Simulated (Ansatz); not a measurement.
The reference is CsPbI$_{3}$ in the cubic perovskite structure (space group Pm-3m, No. 221; a = 6.3327 Å).

All numbers come from r2SCAN/PAW in Ansatz (a program for electronic structure), no spin-orbit coupling.

Before the change:

The pressure is 0.00 GPa, the hole mass is 0.15 mₑ (at R) and the width of the top valence band is 1.41 eV. The band gap is 1.70 eV.

Now apply this change: the cell is scaled by 0.9956 in all directions, atoms relaxed at fixed cell.

Task: How does this affect the pressure, hole mass, energy relative to the base, width of the top valence band and band gap?

Result: The pressure goes from zero to 0.23 GPa; the hole mass becomes 0.14 mₑ (at R) (base: 0.15 mₑ (at R)); the energy increases by 0.5 meV/atom; the width of the top valence band grows by 0.07 eV to 1.48 eV; the band gap shrinks by 0.04 eV to 1.66 eV.

Spin-orbit coupling, missing from the scalar runs, can matter with I and Pb. The cells carry an imposed strain or load. Masses are band curvatures over ±0.01 Å⁻¹ around the edge. Whether these cells are dynamically stable was not tested. Many cubic perovskites are stable only at high temperature; tilts and polar distortions were not tested. This is not the structure that CsPbI3 has at room temperature and ambient pressure.
